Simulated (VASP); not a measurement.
# C (Fmmm) in VASP: notebook, part 2 of 2

VASP 6.6.1. The steps go on from the part before.

### 3 Single point, PBE

Contents of INCAR:

```
ALGO = Normal
EDIFF = 1E-6
ENCUT = 520
GGA = PE
ISIF = 2
ISMEAR = -1
LASPH = True
LCHARG = True
LELF = True
LREAL = False
LVHAR = True
LWAVE = False
NBANDS = 16
NELM = 80
PREC = Accurate
SIGMA = 0.05
```

Contents of KPOINTS:

```
k-points
0
Gamma
  16 16 4
```

Contents of POSCAR:

```
C
1.0
    2.4610000000      0.0000000000      0.0000000000
   -1.2305000000      2.1312885187      0.0000000000
    0.0000000000      0.0000000000      6.7080000000
C
4
Direct
    0.0000000000      0.0000000000      0.2500000000
    0.3333333333      0.6666666667      0.2500000000
    0.5000000000      0.0000000000      0.7500000000
    0.8333333333      0.6666666667      0.7500000000
```

Potentials or basis: VASP PAW PBE potentials, release 64 (C).

Run with:

```console
cat potpaw_PBE.64/C/POTCAR > POTCAR
mpirun -np 1 vasp_std > vasp.out
```

OUTCAR:

```text
EDIFF = 1E-6
   ENCUT = 520
   GGA = PE
   ISIF = 2
   ISMEAR = -1
   LASPH = True
   LREAL = False
   NELM = 80
   PREC = Accurate

 ion  position               nearest neighbor table
   1  0.000  0.000  0.250-   2 1.42   2 1.42   2 1.42
   2  0.333  0.667  0.250-   1 1.42   1 1.42   1 1.42
   3  0.500  0.000  0.750-   4 1.42   4 1.42   4 1.42
   4  0.833  0.667  0.750-   3 1.42   3 1.42   3 1.42

  LATTYP: Found a hexagonal cell.
 ALAT       =     2.4610000000
 C/A-ratio  =     2.7257212515

  Lattice vectors:

 A1 = (   2.4610000000,   0.0000000000,   0.0000000000)
 A2 = (  -1.2305000000,   2.1312885187,   0.0000000000)
 A3 = (   0.0000000000,   0.0000000000,   6.7080000000)

Analysis of symmetry for initial positions (statically):
=====================================================================
 Subroutine PRICEL returns following result:

  LATTYP: Found a face centered orthorhombic cell.
 ALAT       =     2.4610000000
 B/A-ratio  =     1.7320508076
 C/A-ratio  =     2.7257212515

  Lattice vectors:

 A1 = (   0.0000000000,   2.1312885187,  -3.3540000000)
 A2 = (  -1.2305000000,   0.0000000000,  -3.3540000000)
 A3 = (  -1.2305000000,   2.1312885187,   0.0000000000)

   2 primitive cells build up your supercell.

 Routine SETGRP: Setting up the symmetry group for a
 hexagonal supercell.

 Subroutine GETGRP returns: Found  8 space group operations
 (whereof  2 operations were pure point group operations)
 out of a pool of 24 trial point group operations.

The static configuration has the point symmetry C_1h.
 The point group associated with its full space group is D_2h.

Analysis of symmetry for dynamics (positions and initial velocities):
=====================================================================
 Subroutine PRICEL returns following result:

  LATTYP: Found a face centered orthorhombic cell.
 ALAT       =     2.4610000000
 B/A-ratio  =     1.7320508076
 C/A-ratio  =     2.7257212515

  Lattice vectors:

 A1 = (   0.0000000000,   2.1312885187,  -3.3540000000)
 A2 = (  -1.2305000000,   0.0000000000,  -3.3540000000)
 A3 = (  -1.2305000000,   2.1312885187,   0.0000000000)

   2 primitive cells build up your supercell.

 Routine SETGRP: Setting up the symmetry group for a
 hexagonal supercell.

 Subroutine GETGRP returns: Found  8 space group operations
 (whereof  2 operations were pure point group operations)
 out of a pool of 24 trial point group operations.

The dynamic configuration has the point symmetry C_1h.
 The point group associated with its full space group is D_2h.

 Subroutine INISYM returns: Found  8 space group operations
 (whereof  2 operations are pure point group operations),
 and found     2 'primitive' translations

----------------------------------------------------------------------------------------

                                     Primitive cell

  volume of cell :      17.5921

  direct lattice vectors                    reciprocal lattice vectors
     0.000000000  2.131288519 -3.354000000     0.406338887  0.234599866 -0.149075730
    -1.230500000  0.000000000 -3.354000000    -0.406338887 -0.234599866 -0.149075730
    -1.230500000  2.131288519  0.000000000    -0.406338887  0.234599866  0.149075730
[... 30 lines left out ...]

  Shift w.r.t. Gamma in fractional coordinates (k-lattice)
     0.000000000  0.000000000  0.000000000

 Subroutine IBZKPT returns following result:
 ===========================================

 Found    219 irreducible k-points:

 Following reciprocal coordinates:
            Coordinates               Weight
  0.000000  0.000000  0.000000      1.000000
  0.062500  0.000000  0.000000      4.000000
  0.000000  0.062500  0.000000      2.000000
  0.125000  0.000000  0.000000      4.000000
  0.000000  0.125000  0.000000      2.000000
  0.187500 -0.000000  0.000000      4.000000
[... 16 lines left out ...]
  0.187500  0.062500  0.000000      4.000000
 -0.062500  0.250000  0.000000      4.000000
 [... further k-points ...]
   k-points           NKPTS =    219   k-points in BZ     NKDIM =    219   number of bands    NBANDS=     16
   number of dos      NEDOS =    301   number of ions     NIONS =      4
   total plane-waves  NPLWV =  16200
   dimension x,y,z NGX =    18 NGY =   18 NGZ =   50
   dimension x,y,z NGXF=    36 NGYF=   36 NGZF=  100
   ions per type =               4
   NGX,Y,Z   is equivalent  to a cutoff of  12.16, 12.16, 12.39 a.u.
   NGXF,Y,Z  is equivalent  to a cutoff of  24.32, 24.32, 24.78 a.u.
 SYSTEM =  unknown system
   PREC   = accura    normal or accurate (medium, high low for compatibility)
   ISTART =      0    job   : 0-new  1-cont  2-samecut
   ICHARG =      2    charge: 1-file 2-atom 10-const
   ISPIN  =      1    spin polarized calculation?
   LNONCOLLINEAR =      F non collinear calculations
   LSORBIT =      F    spin-orbit coupling
   LASPH  =      T    aspherical Exc in radial PAW
   ENCUT  =  520.0 eV  38.22 Ry    6.18 a.u.   4.58  4.58 12.47*2*pi/ulx,y,z
   NELM   =     80;   NELMIN=  2; NELMDL= -5     # of ELM steps
   EDIFF  = 0.1E-05   stopping-criterion for ELM
   LREAL  =      F    real-space projection
   EDIFFG = 0.1E-04   stopping-criterion for IOM
   NSW    =      0    number of steps for IOM
   IBRION =     -1    ionic relax: 0-MD 1-quasi-New 2-CG
   NFREE  =      0    steps in history (QN), initial steepest desc. (CG)
   ISIF   =      2    stress and relaxation
   ISYM   =      2    0-nonsym 1-usesym 2-fastsym
   POTIM  = 0.5000    time-step for ionic-motion
   TEBEG  =    0.0;   TEEND  =   0.0 temperature during run
   PSTRESS=    0.0 pullay stress
   NELECT =      16.0000    total number of electrons
   NUPDOWN=      -1.0000    fix difference up-down
   EMIN   =  10.00;   EMAX   =-10.00  energy-range for DOS
   EFERMI =   0.00;   METHOD = LEGACY
   ISMEAR =    -1;   SIGMA  =   0.05  broadening in eV -4-tet -1-fermi 0-gaus
   EFERMI_NEDOS =   21; number of points for ismear=-14 and -15
   IALGO  =     38    algorithm
   IMIX   =      4    mixing-type and parameters
     AMIX     =   0.40;   BMIX     =  1.00
     AMIX_MAG =   1.60;   BMIX_MAG =  1.00
  volume/ion in A,a.u.               =       8.80        59.36
  Fermi-wavevector in a.u.,A,eV,Ry     =   1.258923  2.379020 21.563700  1.584887
  Thomas-Fermi vector in A             =   2.392508
   LORBIT       =      0    0 simple, 1 ext, 2 COOP (PROOUT), +10 PAW based schemes
   GGA     = PE    functional components
[... 5 lines left out ...]
 non-spin polarized calculation
  energy-cutoff  :      520.00
  volume of cell :       35.18
 maximum number of plane-waves:       979
   NGX =  9   NGY =  9   NGZ = 25

 number of electron      15.9999994 magnetization

 Free energy of the ion-electron system (eV)
  ---------------------------------------------------
  ext. energy  EPLUGINS =         0.00000000
  ---------------------------------------------------
  free energy    TOTEN  =       -36.83723285 eV

  energy without entropy =      -36.83693427  energy(sigma->0) =      -36.83708356

 E-fermi :   4.6448     XC(G=0): -10.3329

 val. band max:        4.5088542621   @ k =   0.3125   0.3125   0.0000
 cond. band min:       4.7150194234   @ k =   0.3750   0.3125   0.0000
 fundamental gap:      0.2061651613
 Fermi energy:         4.6448278797

 k-point     1 :       0.0000    0.0000    0.0000
  band No.  band energies     occupation
      1     -14.9786      2.00000
      2     -14.6781      2.00000
      3      -3.8351      2.00000
      4      -1.8668      2.00000
      5       1.6891      2.00000
      6       1.7009      2.00000
[... 433 lines left out ...]
      3      -2.3795      2.00000
      4      -1.9485      2.00000
      5      -1.8751      2.00000
      6      -0.5065      2.00000
[... 8 lines left out ...]
     15      16.7105      0.00000
     16      16.7421      0.00000

 [... further k-points ...]

------------------------ aborting loop because EDIFF is reached ----------------------------------------

  FORCE on cell =-STRESS in cart. coord.  units (eV):
  Direction    XX          YY          ZZ          XY          YZ          ZX
  --------------------------------------------------------------------------------------
  -------------------------------------------------------------------------------------
  Total        0.7432325      0.5833711      0.8499239      0.0000000      0.0000000      0.0000000
  in kB       33.8445207     26.5649246     38.7029173      0.0000000      0.0000000      0.0000000
  external PRESSURE =      33.0374542 kB  Pullay stress =       0.0000000 kB

 VOLUME and BASIS-vectors are now :
 -----------------------------------------------------------------------------
  energy-cutoff  :      520.00
  volume of cell :       35.18
      direct lattice vectors                 reciprocal lattice vectors
     2.461000000  0.000000000  0.000000000     0.406338887  0.234599866  0.000000000
    -1.230500000  2.131288519  0.000000000     0.000000000  0.469199731  0.000000000
     0.000000000  0.000000000  6.708000000     0.000000000  0.000000000  0.149075730

 POSITION                                       TOTAL-FORCE (eV/Angst)
 -----------------------------------------------------------------------------------
      0.00000      0.00000      1.67700        -0.000000      0.012051     -0.000000
     -0.00000      1.42086      1.67700         0.000000     -0.012051     -0.000000
      1.23050      0.00000      5.03100        -0.000000      0.012051      0.000000
      1.23050      1.42086      5.03100         0.000000     -0.012051      0.000000
 -----------------------------------------------------------------------------------
    total drift:                                0.000000     -0.000000     -0.000000

  FREE ENERGIE OF THE ION-ELECTRON SYSTEM (eV)
  ---------------------------------------------------
  free  energy   TOTEN  =       -36.8372328517 eV

  energy  without entropy=      -36.8369342668  energy(sigma->0) =      -36.83708356
```

OSZICAR:

```text
N       E                     dE             d eps       ncg     rms          rms(c)
DAV:   1     0.335069303885E+02    0.33507E+02   -0.79019E+03  7032   0.921E+02
DAV:   2    -0.365453938863E+02   -0.70052E+02   -0.64384E+02  9808   0.192E+02
DAV:   3    -0.392173169918E+02   -0.26719E+01   -0.26603E+01  9304   0.347E+01
DAV:   4    -0.392396002010E+02   -0.22283E-01   -0.22274E-01  8720   0.377E+00
DAV:   5    -0.392399530856E+02   -0.35288E-03   -0.35285E-03  9104   0.448E-01    0.899E+00
DAV:   6    -0.374076314108E+02    0.18323E+01   -0.12131E+00  8368   0.702E+00    0.525E+00
DAV:   7    -0.368288709478E+02    0.57876E+00   -0.14998E+00  8728   0.791E+00    0.149E+00
DAV:   8    -0.368384159478E+02   -0.95450E-02   -0.74390E-02  8544   0.162E+00    0.348E-01
DAV:   9    -0.368370355149E+02    0.13804E-02   -0.20821E-03  8752   0.321E-01    0.954E-02
DAV:  10    -0.368372484277E+02   -0.21291E-03   -0.63019E-04  7568   0.163E-01    0.794E-02
DAV:  11    -0.368372330396E+02    0.15388E-04   -0.25339E-05  9448   0.330E-02    0.154E-02
DAV:  12    -0.368372328517E+02    0.18790E-06   -0.13184E-06  7488   0.917E-03
   1 F= -.36837233E+02 E0= -.36837084E+02  d E =-.298585E-03
```

It took 80 s on 1 thread of Intel Xeon Platinum 8488C (Sapphire Rapids), shared host; peak memory 0.2 GiB.

Results:

```yaml
Free_energy: -36.8372 eV
Pressure: 3.3 GPa
Largest_force: 0.012 eV/Å
Band_gap_on_the_k_mesh: 0.21 eV
```

Forces on the atoms (eV/Å):
```
C    0.000  0.012  0.000
C    0.000 -0.012  0.000
C    0.000  0.012  0.000
C    0.000 -0.012  0.000
```

Stress tensor (GPa, compression positive):
```
3.38 0.00 0.00
0.00 2.66 0.00
0.00 0.00 3.87
```

Caveat: this functional lacks dispersion, which binds the layers, so the pressure and a relaxed spacing across them are unreliable. A k mesh can miss the band edges.

### 4 Single point, PBEsol

INCAR, as its differences from that of step 3:

```diff
@@ -3,3 +3,3 @@
 ENCUT = 520
-GGA = PE
+GGA = PS
 ISIF = 2
```

KPOINTS is that of step 3.

POSCAR is that of step 3.

Run with:

```console
cat potpaw_PBE.64/C/POTCAR > POTCAR
mpirun -np 1 vasp_std > vasp.out
```

It took 82 s on 1 thread of Intel Xeon Platinum 8488C (Sapphire Rapids), shared host; peak memory 0.2 GiB.

Results (log left out):

```yaml
Free_energy: -38.5642 eV
Pressure: 0.4 GPa
Largest_force: 0.011 eV/Å
Band_gap_on_the_k_mesh: 0.19 eV
```

Forces on the atoms (eV/Å):
```
C    0.000  0.011  0.000
C    0.000 -0.011  0.000
C    0.000  0.011  0.000
C    0.000 -0.011  0.000
```

Stress tensor (GPa, compression positive):
```
 0.10  0.00  0.00
 0.00 -0.64  0.00
 0.00  0.00  1.72
```

Levels at points of the mesh, in eV from the valence-band top:
```
           k point  band 4  band 5  band 6  band 7  band 8  band 9  band 10  band 11  band 12  band 13
(0.00, 0.00, 0.00)   -6.39   -2.79   -2.77   -2.76   -2.75    4.23     8.51     8.54     8.57     8.61
(0.50, 0.00, 0.00)  -13.03   -6.18   -6.18   -2.28   -2.28    2.06     2.06     7.63     7.63    11.32
(0.00, 0.50, 0.00)  -12.95   -6.21   -6.15   -2.86   -1.39    1.09     2.70     7.43     7.84    11.24
(0.00, 0.00, 0.50)   -7.50   -2.77   -2.77   -2.77   -2.77    6.90     6.90     8.56     8.56     8.56
(0.50, 0.00, 0.50)  -13.04   -6.18   -6.18   -2.17   -2.17    1.81     1.81     7.62     7.62    12.58
(0.00, 0.50, 0.50)  -13.04   -6.18   -6.18   -2.18   -2.18    1.82     1.82     7.63     7.63    12.65
```

Caveat: the PAW data sets were made with another functional, which shifts forces and pressure a little; this functional lacks dispersion, which binds the layers, so the pressure and a relaxed spacing across them are unreliable.

### 5 Summary

```csv
level,potentials or basis,gap on the mesh (eV),pressure (GPa),largest force (eV/Å)
LDA,"VASP PAW LDA potentials, release 64 (C)",0.17,-4.7,0.01
PBE,"VASP PAW PBE potentials, release 64 (C)",0.21,3.3,0.01
PBEsol,"VASP PAW PBE potentials, release 64 (C)",0.19,0.4,0.01
```

Alike in all rows: task single point; no spin polarisation; cell as given; k mesh 16 × 16 × 4; cutoff (eV) 520; smearing fermi-dirac 0.05 eV.

Caveats: this functional lacks dispersion, which binds the layers, so the pressure and a relaxed spacing across them are unreliable (some runs); the PAW data sets were made with another functional, which shifts forces and pressure a little (some runs).

Total energies depend on the potentials used, so only differences within one code and one set of settings carry meaning.
